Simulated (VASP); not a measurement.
# A single sheet of Bi2Se3: what the settings do to the level below the vacuum, part 4 of 5

Wanted: the error that each setting leaves in the work function or ionisation potential of a single sheet of Bi2Se3.

VASP 6.6.1, plane waves and PAW; the level of theory is named at each step.

So far, highest filled level below the vacuum (eV): step 2 (the base run, PBE) 5.96; step 12 (a lower cutoff, ENCUT 280, PBE) 5.95; step 13 (another smearing width, SIGMA 0.02, PBE) 5.96; step 14 (another smearing width, SIGMA 0.4, PBE) 5.95; step 15 (another level, functional LDA, disp none) 6.17.

## Step 16: Another level, functional PBEsol, disp none

This step: PBEsol; plane waves and PAW (Se, Bi) (VASP 6.6.1).

Contents of INCAR:

```
SYSTEM = Bi2Se3
PREC = Normal
ENCUT = 350
EDIFF = 1E-06
NELM = 120
ISMEAR = 0
SIGMA = 0.05
LREAL = .FALSE.
ALGO = Normal
GGA = PS
NBANDS = 20
LORBIT = 11
LWAVE = .FALSE.
LCHARG = .FALSE.
KPAR = 4
LASPH = .TRUE.
IDIPOL = 3
LDIPOL = .TRUE.
DIPOL = 0.5 0.5 0.5
LVHAR = .TRUE.
LVACPOTAV = .TRUE.
```

Contents of POSCAR:

```
Bi2Se3
1.0
    4.1430000000      0.0000000000      0.0000000000
   -2.0715000000      3.5879432480      0.0000000000
    0.0000000000      0.0000000000     21.9661842666
Se Bi
3 2
Direct
    0.3333333330      0.6666666670      0.6585660980
    0.6666666670      0.3333333330      0.5000000000
    0.0000000000      0.0000000000      0.3414339020
    0.0000000000      0.0000000000      0.5879522560
    0.3333333330      0.6666666670      0.4120477440
```

Contents of KPOINTS:

```
Automatic mesh
0
Gamma
9 9 1
0 0 0
```

The projector-augmented-wave data sets are Se and Bi (PBE family, release 64).

Started as:

```sh
$ mpirun -np 4 vasp_std
```

The log of the run:

```text
[banner, memory and clock lines left out]
running    4 mpi-ranks, on    1 nodes
[...]
[... a notice as in an earlier step ...]

 LDA part: xc-table for (Slater+PW92), standard interpolation
 POSCAR, INCAR and KPOINTS ok, starting setup
[...]
entering main loop
       N       E                     dE             d eps       ncg     rms          rms(c)
DAV:   1     0.168733193337E+03    0.16873E+03   -0.76071E+03   480   0.755E+02
DAV:   2    -0.393965751180E+00   -0.16913E+03   -0.16528E+03   764   0.158E+02
DAV:   3    -0.218938065405E+02   -0.21500E+02   -0.21240E+02   572   0.647E+01
DAV:   4    -0.227181398272E+02   -0.82433E+00   -0.82197E+00   712   0.142E+01
[...]
DAV:  18    -0.219404774018E+02   -0.86861E-05   -0.26152E-07   372   0.235E-03    0.961E-04
DAV:  19    -0.219404806270E+02   -0.32252E-05   -0.11343E-07   348   0.139E-03    0.394E-04
DAV:  20    -0.219404812296E+02   -0.60264E-06   -0.16270E-08   264   0.578E-04
 [... a notice as in an earlier step ...]

   1 F= -.21940481E+02 E0= -.21940481E+02  d E =-.425218E-14
```

Run time: 8 s. Hardware: 4 MPI ranks of Intel Xeon 6975P-C (Granite Rapids), shared host; peak memory 0.87 GiB.

OUTCAR, selected parts (step 16):

```text
  Total       -0.7651882     -0.7651882     -0.4509805      0.0000000      0.0000000      0.0000000
  in kB       -3.7546004     -3.7546004     -2.2128564      0.0000000      0.0000000      0.0000000
  external PRESSURE =      -3.2406858 kB  Pullay stress =       0.0000000 kB

 POSITION                                       TOTAL-FORCE (eV/Angst)
 -----------------------------------------------------------------------------------
     -0.00000      2.39196     14.46618         0.000000     -0.000000     -0.008792
      2.07150      1.19598     10.98309         0.000000     -0.000000      0.000000
      0.00000      0.00000      7.50000        -0.000000      0.000000      0.008792
      0.00000      0.00000     12.91507         0.000000      0.000000     -0.095708
     -0.00000      2.39196      9.05112        -0.000000     -0.000000      0.095708
 -----------------------------------------------------------------------------------
    total drift:                                0.000000      0.000000      0.000121

  FREE ENERGIE OF THE ION-ELECTRON SYSTEM (eV)
  ---------------------------------------------------
  free  energy   TOTEN  =       -21.9404812296 eV

  energy  without entropy=      -21.9404812296  energy(sigma->0) =      -21.94048123

[... 2 parts as in an earlier step ...]

[... 1 further part left out ...]
[key lines of the parts left out:]
E-fermi :  -1.5204
```

The PAW data sets were made with PBE, which is usual practice but a small mismatch for other functionals.

Against the base run its depth below the vacuum changes by +0.03 eV.

## Step 17: Another level, functional RPBE, disp none

This step: RPBE; plane waves and PAW (Se, Bi) (VASP 6.6.1).

INCAR: that of step 16 with these lines changed.

```diff
@@ -9,3 +9,3 @@
 ALGO = Normal
-GGA = PS
+GGA = RP
 NBANDS = 20
```

POSCAR is that of step 16.

KPOINTS is that of step 16.

Started as:

```sh
$ mpirun -np 4 vasp_std
```

The log of the run:

```text
[... set-up lines as in an earlier step ...]
 entering main loop
       N       E                     dE             d eps       ncg     rms          rms(c)
DAV:   1     0.170722196114E+03    0.17072E+03   -0.75898E+03   480   0.755E+02
DAV:   2     0.270057644751E+01   -0.16802E+03   -0.16411E+03   764   0.157E+02
DAV:   3    -0.186186886973E+02   -0.21319E+02   -0.21073E+02   572   0.644E+01
DAV:   4    -0.194113581908E+02   -0.79267E+00   -0.78994E+00   704   0.140E+01
[...]
DAV:  18    -0.185942798899E+02   -0.73531E-05   -0.25475E-07   440   0.206E-03    0.172E-03
DAV:  19    -0.185942863147E+02   -0.64248E-05   -0.21883E-07   380   0.161E-03    0.579E-04
DAV:  20    -0.185942868403E+02   -0.52565E-06   -0.24158E-08   296   0.708E-04
 [... a notice as in an earlier step ...]

   1 F= -.18594287E+02 E0= -.18594287E+02  d E =-.861359E-12
```

Run time: 8 s. Hardware: 4 MPI ranks; peak memory 0.87 GiB; 29 s of CPU time.

Parts of OUTCAR (step 17):

```text
  Total        2.9614266      2.9614266      2.4859030      0.0000000     -0.0000000      0.0000000
  in kB       14.5310313     14.5310313     12.1977476      0.0000000     -0.0000000      0.0000000
  external PRESSURE =      13.7532701 kB  Pullay stress =       0.0000000 kB

 POSITION                                       TOTAL-FORCE (eV/Angst)
 -----------------------------------------------------------------------------------
     -0.00000      2.39196     14.46618        -0.000000      0.000000      0.389212
      2.07150      1.19598     10.98309        -0.000000     -0.000000     -0.000000
      0.00000      0.00000      7.50000         0.000000     -0.000000     -0.389212
      0.00000      0.00000     12.91507         0.000000     -0.000000     -0.055606
     -0.00000      2.39196      9.05112         0.000000      0.000000      0.055606
 -----------------------------------------------------------------------------------
    total drift:                                0.000000      0.000000      0.000119

  FREE ENERGIE OF THE ION-ELECTRON SYSTEM (eV)
  ---------------------------------------------------
  free  energy   TOTEN  =       -18.5942868403 eV

  energy  without entropy=      -18.5942868403  energy(sigma->0) =      -18.59428684

[... 2 parts as in an earlier step ...]

[... 1 further part left out ...]
[key lines of the parts left out:]
E-fermi :  -1.3873
```

Against the base run its depth below the vacuum changes by -0.08 eV.

## Step 18: Another level, functional optB88-vdW, disp nonlocal

This step: optB88-vdW; plane waves and PAW (Se, Bi) (VASP 6.6.1).

INCAR: that of step 17 with these lines changed.

```diff
@@ -9,3 +9,8 @@
 ALGO = Normal
-GGA = RP
+GGA = BO
+AGGAC = 0
+LUSE_VDW = .TRUE.
+PARAM1 = 0.1833333333
+PARAM2 = 0.22
+LASPH = .TRUE.
 NBANDS = 20
@@ -15,3 +20,2 @@
 KPAR = 4
-LASPH = .TRUE.
 IDIPOL = 3
```

POSCAR is that of step 17.

KPOINTS is that of step 17.

Started as:

```sh
$ mpirun -np 4 vasp_std
```

The log of the run:

```text
[banner, memory and clock lines left out]
running    4 mpi-ranks, on    1 nodes
[...]
|                                                                             |
|               ----> ADVICE to this user running VASP <----                  |
|                                                                             |
|     You have switched on vdW-DFT.                                           |
|     This routine was written and supplied by Jiri Klimes. We recommend      |
|     that you carefully read and cite the following publications:            |
|       J. Klimes, D.R. Bowler, A. Michelides                                 |
|          J. Phys.: Cond Matt. 22 022201 (2010)                              |
|       J. Klimes, D.R. Bowler, A. Michelides                                 |
|          Phys. Rev. B. 83, 195131 (2011)                                    |
|     and references therein.                                                 |
|                                                                             |

 [... a notice as in an earlier step ...]

 LDA part: xc-table for (Slater+PW92), standard interpolation
 POSCAR, INCAR and KPOINTS ok, starting setup
[...]
entering main loop
       N       E                     dE             d eps       ncg     rms          rms(c)
DAV:   1     0.179129080906E+03    0.17913E+03   -0.75649E+03   480   0.755E+02
DAV:   2     0.124162810889E+02   -0.16671E+03   -0.16279E+03   748   0.155E+02
DAV:   3    -0.977910620820E+01   -0.22195E+02   -0.21915E+02   564   0.653E+01
DAV:   4    -0.106161390370E+02   -0.83703E+00   -0.83313E+00   692   0.143E+01
[...]
DAV:  27    -0.965760570231E+01   -0.14866E-05   -0.67592E-07   424   0.511E-03    0.531E-06
DAV:  28    -0.965760777733E+01   -0.20750E-05   -0.87925E-07   416   0.565E-03    0.160E-05
DAV:  29    -0.965760749360E+01    0.28373E-06   -0.43815E-07   392   0.426E-03
 [... a notice as in an earlier step ...]

   1 F= -.96576075E+01 E0= -.96576075E+01  d E =-.489586E-15
```

It took 75 s on 4 MPI ranks; peak memory 1.9 GiB.

Parts of OUTCAR (step 18):

```text
  Total        1.5214993      1.5214993      1.7531400      0.0000000      0.0000000     -0.0000000
  in kB        7.4656430      7.4656430      8.6022499      0.0000000      0.0000000     -0.0000000
  external PRESSURE =       7.8445119 kB  Pullay stress =       0.0000000 kB

 POSITION                                       TOTAL-FORCE (eV/Angst)
 -----------------------------------------------------------------------------------
     -0.00000      2.39196     14.46618        -0.000000      0.000000      0.325406
      2.07150      1.19598     10.98309         0.000000     -0.000000      0.000000
      0.00000      0.00000      7.50000         0.000000      0.000000     -0.325406
      0.00000      0.00000     12.91507        -0.000000      0.000000     -0.129732
     -0.00000      2.39196      9.05112        -0.000000      0.000000      0.129732
 -----------------------------------------------------------------------------------
    total drift:                                0.000008      0.000006      0.000153

  FREE ENERGIE OF THE ION-ELECTRON SYSTEM (eV)
  ---------------------------------------------------
  free  energy   TOTEN  =        -9.6576074936 eV

  energy  without entropy=       -9.6576074936  energy(sigma->0) =       -9.65760749

[... 2 parts as in an earlier step ...]

[... 1 further part left out ...]
[key lines of the parts left out:]
E-fermi :  -1.6274
```

Against the base run its depth below the vacuum changes by +0.24 eV.

## Step 19: Another level, functional r2SCAN, disp none

This step: r2SCAN; plane waves and PAW (Se, Bi) (VASP 6.6.1).

INCAR: that of step 18 with these lines changed.

```diff
@@ -9,7 +9,3 @@
 ALGO = Normal
-GGA = BO
-AGGAC = 0
-LUSE_VDW = .TRUE.
-PARAM1 = 0.1833333333
-PARAM2 = 0.22
+METAGGA = R2SCAN
 LASPH = .TRUE.
```

POSCAR is that of step 18.

KPOINTS is that of step 18.

Started as:

```sh
$ mpirun -np 4 vasp_std
```

The log of the run:

```text
[banner, memory and clock lines left out]
running    4 mpi-ranks, on    1 nodes
[...]
[... a notice as in an earlier step ...]

 LDA part: xc-table for (None), standard interpolation
 POSCAR, INCAR and KPOINTS ok, starting setup
[...]
entering main loop
       N       E                     dE             d eps       ncg     rms          rms(c)
DAV:   1     0.283344203465E+02    0.28334E+02   -0.77500E+03   480   0.765E+02
DAV:   2    -0.144206025860E+03   -0.17254E+03   -0.16876E+03   744   0.162E+02
DAV:   3    -0.166349242919E+03   -0.22143E+02   -0.21885E+02   568   0.664E+01
DAV:   4    -0.167158189312E+03   -0.80895E+00   -0.80667E+00   708   0.142E+01
[...]
DAV:  18    -0.162038994270E+03   -0.37109E-05   -0.35361E-07   428   0.517E-03    0.143E-03
DAV:  19    -0.162038995781E+03   -0.15116E-05   -0.24627E-07   384   0.417E-03    0.339E-04
DAV:  20    -0.162038996030E+03   -0.24857E-06   -0.59081E-08   284   0.205E-03
 [... a notice as in an earlier step ...]

   1 F= -.16203900E+03 E0= -.16203900E+03  d E =-.494947E-13
```

Wall time 24 s (4 MPI ranks); peak memory 0.91 GiB; 87 s of CPU time.

From OUTCAR (step 19):

```text
  Total        0.4181374      0.4181374      0.3909831      0.0000000     -0.0000000      0.0000000
  in kB        2.0517027      2.0517027      1.9184631      0.0000000     -0.0000000      0.0000000
  external PRESSURE =       2.0072895 kB  Pullay stress =       0.0000000 kB

 POSITION                                       TOTAL-FORCE (eV/Angst)
 -----------------------------------------------------------------------------------
     -0.00000      2.39196     14.46618        -0.000000      0.000000      0.035195
      2.07150      1.19598     10.98309         0.000000      0.000000     -0.000000
      0.00000      0.00000      7.50000         0.000000     -0.000000     -0.035195
      0.00000      0.00000     12.91507         0.000000     -0.000000      0.041505
     -0.00000      2.39196      9.05112        -0.000000      0.000000     -0.041505
 -----------------------------------------------------------------------------------
    total drift:                                0.000004     -0.000002      0.000021

  FREE ENERGIE OF THE ION-ELECTRON SYSTEM (eV)
  ---------------------------------------------------
  free  energy   TOTEN  =      -162.0389960297 eV

  energy  without entropy=     -162.0389960297  energy(sigma->0) =     -162.03899603

[... 2 parts as in an earlier step ...]

[... 1 further part left out ...]
[key lines of the parts left out:]
E-fermi :  -1.7049
```

Against the base run its depth below the vacuum changes by +0.27 eV.

## Step 20: Side by side

Times are for 4 MPI ranks of Intel Xeon 6975P-C (Granite Rapids), shared host. Results by setting:

| no. | functional | highest filled level below the vacuum (eV) | time | memory (GiB) |
| --- | --- | --- | --- | --- |
| 1 | LDA | 6.168 | 5.8 s | 0.73 |
| 2 | PBEsol | 5.986 | 8 s | 0.87 |
| 3 | RPBE | 5.878 | 8 s | 0.87 |
| 4 | optB88-vdW | 6.195 | 75 s | 1.9 |
| 5 | r2SCAN | 6.222 | 24 s | 0.91 |

(Part 4 of 5 ends here.)

[Lines on the potential files, build, host, timing and source positions are cut from VASP's logs without a mark.]

[Logs are printed without paths, hosts, clocks, repeated set-up lines and the standing remarks that a program may print on its own settings, such as how far it seeks lower states.]

[Hosts, paths, dates, database ids (printed as entryN), source tags and the programs' standing remarks are cut or masked in the printed files.]

[In band tables of VASP the shares of atoms and orbitals are scaled to a sum of 1 inside the atoms' spheres.]

[Runs that stopped without an error message from VASP are left out.]
